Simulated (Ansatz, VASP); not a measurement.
**MoS2: VASP beside Ansatz**

```xyz
3
Lattice="3.1841 0.0000 0.0000 -1.5921 2.7575 0.0000 0.0000 0.0000 17.3346" Properties=species:S:1:pos:R:3 pbc="T T T"
Mo    0.0313   -0.0382   -0.0082
S     0.0027    1.8229   15.7841
S    -0.0186    1.8067    1.5519
```

Change from the starting cell: atoms moved at random, drawn with an rms of 0.05 Å.

Alike in both runs: task single point; functional PBE; k mesh 10 × 10 × 2; occupations fermi-dirac, width 0.05 eV; no spin polarisation.

|  | VASP | Ansatz |
| --- | --- | --- |
| version | VASP 6.6.1 | Ansatz 0.2.0 |
| potentials or method | VASP PAW PBE potentials, release 64 (Mo_sv, S) | Ansatz PAW |
| plane-wave cutoff (eV) | 520 | 420 |
| valence electrons in the cell | 26 | 26 |

```csv
,VASP,Ansatz,Ansatz less VASP
gap on the k mesh at the Fermi level (eV),1.73,1.72,-0.012
least direct gap on the mesh (eV),1.91,1.91,-0.004
rms of the force components (eV/Å),0.381,0.383,+0.0025
```

Atom by atom the forces differ by 0.006 eV/Å (rms over components).
